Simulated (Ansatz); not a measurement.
**MgTe: single point with PBE**

MgTe:

```xyz
2
Lattice="0.0000 3.2320 3.2320 3.2320 0.0000 3.2320 3.2320 3.2320 0.0000" Properties=species:S:1:pos:R:3 pbc="T T T"
Te    1.6160    1.6160    1.6160
Mg    0.0000    0.0000    0.0000
```

The cell comes from a database or a generator and needn't be the stable form of this composition.

```json
{
 "Program": "Ansatz 0.2.0",
 "Task": "single point",
 "Functional": "PBE",
 "Potentials or basis": "Ansatz PAW",
 "Cutoff": "420 eV (not typed: the program's choice for these potentials)",
 "k mesh": "7 × 7 × 7",
 "Occupations": "gaussian, width 0.014 eV",
 "Spin": "no spin polarisation"
}
```

```
Pressure               : 0.7 GPa
Band gap on the k mesh : 2.42 eV, direct
```

Levels at points of the mesh, in eV from the valence-band top:
```csv
k point,band 10,band 11,band 12,band 13,band 14,band 15,band 16,band 17
"(0.00, 0.00, 0.00)",-10.18,0.00,0.00,0.00,2.42,5.47,5.47,5.47
```

Wall time 0.73 s on 2 threads of Intel(R) Xeon(R) 6975P-C (Granite Rapids), on a shared host, peak memory 0.38 GiB.

Caveat: odd divisions of the mesh miss points on the zone boundary, where band edges often lie, so the gap on the mesh can be too wide; spin-orbit coupling is left out, which moves the levels of the heavy elements. A hybrid or GW would open this gap; PBE tends to underestimate it.
